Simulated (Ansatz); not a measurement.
# AlP: a sweep of the smearing

Aim: hold AlP and all else fixed and vary the smearing, to see how far energy and properties move.

The COD entry's cell or inner coordinates are ideal or old and differ from later refinements, so a difference from it is no clean test against experiment.

Program: Ansatz 0.2.0. Level of theory: DFT, PBE, all-electron LAPW, scalar-relativistic. These are calculated values, not measurements.

### 1 The starting structure

It takes space group F-43m (No. 216, cubic). The conventional cell has a = 5.451 Å, b = 5.451 Å, c = 5.451 Å, α = 90.00°, β = 90.00°, γ = 90.00°. Around Al (site symmetry -43m) lie 4 P at 2.36 Å. P (site symmetry -43m) is surrounded by 4 Al at 2.36 Å.

Coordinates:

```
CELL_PARAMETERS angstrom
0.00000 2.72550 2.72550
2.72550 0.00000 2.72550
2.72550 2.72550 0.00000
ATOMIC_POSITIONS crystal
Al 0.00000 0.00000 0.00000
P 0.75000 0.75000 0.75000
```

The cell comes from a crystallographic database entry that wasn't checked; take it as a given geometry, which may be far from equilibrium.

Atoms are numbered in the order of the input: Al1, P2.

### 2 With Fermi–Dirac smearing of 0.01 eV

Contents of input.yaml:

```yaml
crystal:
  lattice:
    - [0.0, 2.7255, 2.7255]
    - [2.7255, 0.0, 2.7255]
    - [2.7255, 2.7255, 0.0]
  atoms:
    - { symbol: Al, position: [0.0, 0.0, 0.0] }
    - { symbol: P, position: [0.75, 0.75, 0.75] }
kpoints:
  mp_grid: { grid: [12, 12, 12] }
scf:
  occupations: { method: fermi_dirac, width: 0.01 }
hamiltonian:
  xc: pbe
  pseudopotentials: { kind: all_electron, lapw: { basis_error: 0.0005 } }
output:
  forces: true
  stress: true
  eigenvalues: true
```

On the command line:

```sh
ansatz run input.yaml --threads 1 --pin off --max-ram 2048MiB --backend cpu --events-out ev --progress --plain --runs-dir out
```

### 3 With Gaussian smearing of 0.2 eV

Edit input.yaml of step 2 so:

```diff
@@ -11,3 +11,3 @@
 scf:
-  occupations: { method: fermi_dirac, width: 0.01 }
+  occupations: { method: gaussian, width: 0.2 }
 hamiltonian:
```

### 4 With Gaussian smearing of 0.05 eV

Edit input.yaml of step 3 so:

```diff
@@ -11,3 +11,3 @@
 scf:
-  occupations: { method: gaussian, width: 0.2 }
+  occupations: { method: gaussian, width: 0.05 }
 hamiltonian:
```

### 5 With cold smearing of 0.15 eV

Edit input.yaml of step 4 so:

```diff
@@ -11,3 +11,3 @@
 scf:
-  occupations: { method: gaussian, width: 0.05 }
+  occupations: { method: cold, width: 0.15 }
 hamiltonian:
```

### 6 With tetrahedron filling

Edit input.yaml of step 5 so:

```diff
@@ -11,3 +11,3 @@
 scf:
-  occupations: { method: cold, width: 0.15 }
+  occupations: { method: tetrahedron }
 hamiltonian:
```

(Steps that only read results are left out.)

Q: Predict the outcome of this session. Wanted: pressure, in all runs; gap, in all runs.

The runs gave:

| quantity | value |
| --- | --- |
| largest change of energy from «Fermi–Dirac smearing of 0.01 eV» (zero smearing) | 0.0 meV/atom (cold smearing of 0.15 eV) |
| pressure, in all runs (LAPW) | 2.68 GPa |
| gap, in all runs (LAPW) | 1.57 eV |

What this shows: Across the runs the energy spans 0.0 meV/atom. The pressure spans under 0.01 GPa (LAPW, the tetrahedron run left out, since its derivatives are unreliable).

The gaps are Kohn-Sham values of a semilocal functional, not quasiparticle or optical gaps. Such gaps usually fall short of the measured ones.
